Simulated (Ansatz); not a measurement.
Ansatz input

```yaml
crystal:
  lattice:
    - [0.0, 1.9359458029, 1.9359458029]
    - [1.9359458029, 0.0, 1.9359458029]
    - [1.9359458029, 1.9359458029, 0.0]
  atoms:
    - { symbol: Ru, position: [0.0, 0.0, 0.0] }
hamiltonian:
  xc: blyp
  pseudopotentials:
    kind: paw
    azcp:
      Ru: "pseudopotentials/Ru.paw.azcp"
basis:
  ecutwfc: 420
  fft_grid_basis: typed
kpoints:
  mp_grid: { grid: [16, 16, 16], shift: [0, 0, 0] }
magnetization:
  spin_polarized: false
scf:
  occupations: { method: fermi_dirac, width: 0.1 }
  lower_state_search: "off"
output:
  stress: true
  write_density: true
  write_potential: true
  elf: true
  volumetric_format: npy
```

and its output:

```
Engine: ansatz 0.2.0, x86_64-unknown-linux-gnu
Pseudopotentials: kind: paw
Pseudopotential: Ru, paw, valence charge 16, recommended cutoff 420 eV (normal) 
Functional definition: BLYP
  parameter beta = 0.0042
  parameter a = 0.04918
  parameter b = 0.132
  parameter c = 0.2533
  parameter d = 0.349
  exchange = b88_x(beta = beta)
  correlation = lyp_c(a = a, b = b, c = c, d = d)
Crystal: 1 atoms, lattice volume = 14.511 Å³
Basis set: ecut = 420 eV, 283 PW (Γ), exchange–correlation on 40×40×40 points (8 copies of the dense FFT grid, shifted against one another)
Bands: 12, of which v1, the nominal top of the filled ones, is band 8 counted from 1 (7 counted from 0)
Symmetry: 48 space group operations
Space group: Fm-3m (ITA 225), of the structure as read, at distance tolerance 2.4e-5 Å
k-points: 145 of 4096
Non-local potential: Ru, projectors of the file, l = 0: 3, l = 1: 2, l = 2: 2, l = 3: 1
PAW form: soft (Blöchl's): semilocal exchange-correlation on the pseudo side does not see the compensation charge
PAW frozen core: Ru, regenerated for the run's functional, and the local potential with it (the file was generated under x = pbe(κ = 0.804, μ = 0.2195149727645171), c = pbe(β = 0.06672455060314922))
PAW one-centre angular grid: Ru, 590 points (default); XC on 64 Gauss nodes
Initial density: superposition of atomic densities (neutral atoms: chi_scale 0, normalization atom), corrected by the library's trained network
Initial wavefunctions: pseudopotential atomic-orbital guess
Functional: x = b88, c = lyp
SCF iter   1: F=—  HF=-5892.365401 eV  |F-HF|=—  |Δ(HF+E_count)|=         —  Δρ=1.72e-2  dr2=4.33e-2  ethr=1.77e-3  ⟨swp⟩=5.1  Hψ=9835  notcnv=0
SCF iter   2: F=—  HF=-5892.354885 eV  |F-HF|=—  |Δ(HF+E_count)|=   1.05e-2  Δρ=6.32e-3  dr2=2.90e-3  ethr=2.71e-4  ⟨swp⟩=2.8  Hψ=4255  notcnv=0
SCF iter   3: F=—  HF=-5892.354248 eV  |F-HF|=—  |Δ(HF+E_count)|=   6.38e-4  Δρ=2.45e-3  dr2=3.27e-4  ethr=1.81e-5  ⟨swp⟩=2.6  Hψ=2717  notcnv=0
SCF iter   4: F=—  HF=-5892.354390 eV  |F-HF|=—  |Δ(HF+E_count)|=   1.42e-4  Δρ=2.56e-4  dr2=3.76e-6  ethr=2.04e-6  ⟨swp⟩=2.0  Hψ=2470  notcnv=0
SCF iter   5: F=—  HF=-5892.354395 eV  |F-HF|=—  |Δ(HF+E_count)|=   5.10e-6  Δρ=2.23e-5  dr2=3.74e-8  ethr=2.35e-8  ⟨swp⟩=2.0  Hψ=2747  notcnv=0
SCF iter   6: F=-5892.354395 eV  HF=-5892.354395 eV  |F-HF|=5.82e-11  |Δ(HF+E_count)|=   2.83e-9  Δρ=1.54e-6  dr2=1.22e-10  ethr=2.34e-10  ⟨swp⟩=5.0  Hψ=9440  notcnv=0
SCF 1 converged in 6 iterations: F = -5892.354395 eV  dr2 = 1.22e-10
SCF converged after 6 iterations
Free energy (F): -5892.354395 eV
Harris-Foulkes:  -5892.354395 eV  (|F-HF|=5.82e-11)
Internal energy: -5892.314314 eV  (E = F + TS)
E sigma→0 (E₀):  -5892.334354 eV
Entropy (-TS):   -0.040080 eV (-40.080 meV/atom)
Fermi energy:    22.116998 eV
--- Per-component energies (eV) ---
  E_band       = -70.628088
  E_kinetic    = 513.517916
  E_local      = -1331.103707  (includes V_loc(G=0)·N_el)
  E_nonlocal   = 343.510575
  E_hartree    = 429.090142
  E_xc         = -186.714403
  E_vxc        = -233.975534  (∫ρ·V_xc dr)
  E_paw        = -3478.150425  (= ΣΔE_a)
  E_vpaw       = -220.757807  (= ΣTr[D̂ρ^β])
  E_aug_tail   = -0.000209  (compensation charges beyond the density's cutoff)
  E_ewald      = -2182.553279
  E_core_change = 0.089075  (= ΣΔE_core)
  E_smearing   = -0.040080  (= −TS)
  E_closure    = 0.000000  (closes the sum)
  Σ components = -5892.354395   (vs F -5892.354395, Δ=0.00e0)
--- Stress (GPa, compression-positive) ---
       -0.068884      -0.000000      -0.000000
        0.000000      -0.068884       0.000000
       -0.000000      -0.000000      -0.068884
  P = ⅓ Tr σ = -0.0689 GPa (-0.689 kbar)
--- Band table (eV; the first three rows and the last of 145) ---
  k-point 0: bands = ["-50.7727", "-20.2607", "-20.2607", "-20.2607", "14.7720", "19.7466", "19.7466", "19.7466", "21.9358", "21.9358", "37.2829", "42.4313"]
  k-point 1: bands = ["-50.7676", "-20.2946", "-20.2652", "-20.2652", "14.9280", "19.6719", "19.8108", "19.8108", "21.8977", "21.8977", "37.5278", "41.7270"]
  k-point 2: bands = ["-50.7529", "-20.3904", "-20.2781", "-20.2781", "15.3682", "19.4957", "19.9705", "19.9705", "21.8250", "21.8250", "38.1753", "40.2739"]
  k-point 144: bands = ["-50.5907", "-20.8234", "-20.8234", "-20.5834", "17.7110", "18.9930", "18.9930", "21.6567", "24.1006", "32.1492", "32.1492", "33.4261"]
```
